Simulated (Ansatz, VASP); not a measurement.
This is a calculation of AlNi for Ansatz 0.2.0.

input.yaml

```yaml
crystal:
  lattice:
    - [1.938694, -1.95319015, 0.0]
    - [1.938694, 1.95319015, 0.0]
    - [0.0, 0.0, 3.0994300413]
  atoms:
    - { symbol: Ni, position: [0.5, 0.5, 0.5] }
    - { symbol: Al, position: [0.0, 0.0, 0.0] }
hamiltonian:
  xc: pbesol
  pseudopotentials: { kind: paw }
kpoints:
  mp_grid: { grid: [10, 10, 9] }
scf:
  occupations: { method: fermi_dirac, width: 0.05 }
output:
  forces: true
  stress: true
  eigenvalues: true
```

Potentials or basis: Ansatz PAW.

Launch:

```console
$ ansatz run input.yaml --threads 2 --pin off --max-ram 5632MiB --backend cpu --events-out ev --progress --plain --runs-dir out
```

Problem. Translate it to VASP 6.6.1. Potentials there: VASP PAW PBE potentials, release 64 (Ni, Al).

Solution. As run (the cutoff follows the program's own potentials):

INCAR

```
SYSTEM = AlNi
PREC = Accurate ; ENCUT = 520
EDIFF = 1E-6 ; ISMEAR = -1
SIGMA = 0.05 ; LREAL = .FALSE.
LASPH = .TRUE. ; NELM = 60
ALGO = Fast ; ISIF = 2
LWAVE = .FALSE. ; LCHARG = .FALSE.
GGA = PS ; NBANDS = 14
```

The input KPOINTS:

```
Automatic mesh
0
G
  10 10 9
  0 0 0
```

Contents of POSCAR:

```
AlNi
1.0
    1.9386940000     -1.9531901500      0.0000000000
    1.9386940000      1.9531901500      0.0000000000
    0.0000000000      0.0000000000      3.0994300413
Ni Al
1 1
Direct
    0.5000000000      0.5000000000      0.5000000000
    0.0000000000      0.0000000000      0.0000000000
```

Potentials or basis: VASP PAW PBE potentials, release 64 (Ni, Al).

Command:

```sh
$ cat potpaw_PBE.64/Ni/POTCAR potpaw_PBE.64/Al/POTCAR > POTCAR
$ mpirun -np 1 vasp_std > vasp.out
```

Both were run:

|  | VASP | Ansatz | Ansatz less VASP |
| --- | --- | --- | --- |
| gap on the k mesh at the Fermi level (eV) | none | none | - |
| pressure (GPa) | 0.5 | 0.5 | -0.06 |
| largest component of the traceless stress (GPa) | 4.86 | 4.71 | -0.149 |

A gap of «none» marks a metal or a gap that the smearing closes. The functional is the same, so the differences come from potentials, cutoffs and numerics. The two sets of potentials don't hold the same shells in valence.

Caveats: the PAW data sets were made with another functional, which shifts forces and pressure a little (VASP); the PAW data sets come from PBE, with cores solved anew for the run's functional, which leaves a small shift of forces and pressure (Ansatz). Spin polarisation is off, so any magnetic state and its effect on volume and gap are missing.
